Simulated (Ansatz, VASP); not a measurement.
H: VASP beside Ansatz

The input INCAR:

```
SYSTEM = H
  ALGO = Normal
  EDIFF = 1E-6
  ENCUT = 520
  ISIF = 2
  ISMEAR = 0
  LASPH = .True.
  LCHARG = .False.
  LREAL = .False.
  LWAVE = .False.
  NBANDS = 6
  NELM = 100
  PREC = Accurate
  SIGMA = 0.05
```

Contents of KPOINTS:

```
k-points
0
Gamma
  10 10 26
  0 0 0
```

The input POSCAR:

```
H
1.0
    2.6496387389      0.0000000000      0.0000000000
    0.0000000000      2.6496387389      0.0066240968
    0.0000000000      0.0024512323      0.9804929200
H
1
Direct
    0.0000000000      0.0000000000      0.5000000000
```

Input for Ansatz:

```yaml
crystal:
  lattice:
    - [2.6496387389, 0.0, 0.0]
    - [0.0, 2.6496387389, 0.0066240968]
    - [0.0, 0.0024512323, 0.98049292]
  atoms:
    - { symbol: H, position: [0.0, 0.0, 0.5] }
basis:
  ecutwfc: 420
kpoints:
  mp_grid: { grid: [10, 10, 26] }
hamiltonian:
  xc: lda
scf:
  occupations: { method: gaussian, width: 0.05 }
output:
  forces: true
  stress: true
  eigenvalues: true
```

Change from the starting cell: strain +0.0050 x Voigt [0, 0, 0, 1, 0, 0], atoms carried along.

Alike in both runs: task single point; functional LDA; k mesh 10 × 10 × 26; occupations gaussian, width 0.05 eV; no spin polarisation.

|  | VASP | Ansatz |
| --- | --- | --- |
| version | VASP 6.6.1 | Ansatz 0.2.0 |
| potentials or method | VASP PAW LDA potentials, release 64 (H) | scalar-relativistic, plane waves, PAW |
| plane-wave cutoff (eV) | 520 | 420 |
| valence electrons in the cell | 1 | 1 |

Ansatz gave:

- gap on the k mesh at the Fermi level (eV): none
- pressure (GPa): 1.5
- largest component of the traceless stress (GPa): 2.40

Question: Which values does VASP return?

Answer: gap on the k mesh at the Fermi level (eV): none; pressure (GPa): 1.3; largest component of the traceless stress (GPa): 2.67.

A gap of «none» marks a metal or a gap that the smearing closes.
